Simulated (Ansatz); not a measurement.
HfN (F-43m), a film clamped to a substrate

All numbers below come from Ansatz, DFT PBEsol, scalar-relativistic, plane waves, PAW. Settings: plane waves to 420 eV, k-mesh 22×22×22 (Γ-centred), Gaussian smearing 0.15 eV. Spin–orbit coupling is left out, which can shift energies with elements as heavy as these. No spin polarisation. Energies are free energies at this smearing, counted from the undisturbed cell; pressure is positive in compression.

Zero of the scan (relaxed at this level; this zinc-blende form isn't the usual structure):

```xyz
2
Lattice="0.0000 2.4335 2.4335 2.4335 0.0000 2.4335 2.4335 2.4335 0.0000" Properties=species:S:1:pos:R:3 pbc="T T T"
Hf    0.0000    0.0000    0.0000
N     3.6503    3.6503    3.6503
```

The cell (2 atoms, V0 = 28.82 Å³) is strained by p along both x and y and by q along z, fractional coordinates fixed. τp = (1/V0) ∂E/∂p = (σxx + σyy)(1 + p)(1 + q) and τq = (1/V0) ∂E/∂q = σzz(1 + p)², with tension positive.

| p | q | ΔE (meV/atom) | τp (GPa) | τq (GPa) |
| --- | --- | --- | --- | --- |
| 0.000 | 0.000 | 0.00 | -0.04 | -0.02 |
| -0.030 | 0.000 | 39.48 | -30.12 | -10.15 |
| 0.030 | 0.000 | 34.63 | 24.92 | 8.28 |
| 0.000 | -0.030 | 12.63 | -9.88 | -9.43 |
| 0.000 | 0.030 | 11.98 | 8.48 | 8.79 |

Question: Get the second derivatives of the energy density.

Answer: Central differences give A = ∂τp/∂p = 917 GPa (C11 + C22 + 2 C12), C = ∂τq/∂q = 304 GPa (C33) and the cross term B = ∂τq/∂p = 307 GPa (C13 + C23); ∂τp/∂q = 306 GPa must equal B, and any difference shows higher-order terms. Steps this large leave an error of some per cent of A or C in all of these, which can swamp a small B. The ions are clamped. In a cubic crystal C11 = C = 304, C12 = B/2 = 154 GPa and A should be 2(C11 + C12) = 915 GPa; the bulk modulus is (C11 + 2 C12)/3 = 204 GPa.

Question: A film of this crystal grows with z along the normal on a substrate that imposes p. How does its thickness respond, and what does the misfit cost?

Answer: Count p and q from the stress-free cell. A free surface needs τq = 0, so q = −(B/C) p = -1.01 p. The energy density left is (A − B²/C) p²/2 = M p², with the biaxial modulus M = 303 GPa; a misfit of 1 % costs 2.73 meV/atom, against 4.13 meV/atom if the thickness were held.

In a metal these slopes depend on the k mesh and the smearing.

Cost: 8 runs of about 4.8 core-minutes in all, on Intel Xeon Platinum 8259CL (Skylake/Cascade Lake) (shared hosts).

Letting the thickness relax lowers the cost of a 1 % misfit from 4.13 to 2.73 meV/atom. The film thins almost one-for-one with in-plane stretching because C12 is about half of C11. That falls well short of conserving volume, so part of the misfit energy remains volumetric. For both strain types, compression costs more than equal extension, as expected when shortened Hf–N contacts meet steeply rising Pauli repulsion while stretched bonds soften. The resistance to stretching probably comes largely from Hf d–N p covalency with an ionic contribution, though elastic constants alone cannot separate the two.

Holding the fractional coordinates fixed costs nothing here: these axial strains leave nitrogen on a site fixed by symmetry, so C11 and C12 already equal their relaxed-ion values. C11 exceeding C12 and the positive bulk modulus indicate resistance to tetragonal distortion and uniform compression, but C44, for which the sublattices would shift against each other, remains untested, so full elastic stability isn't established.
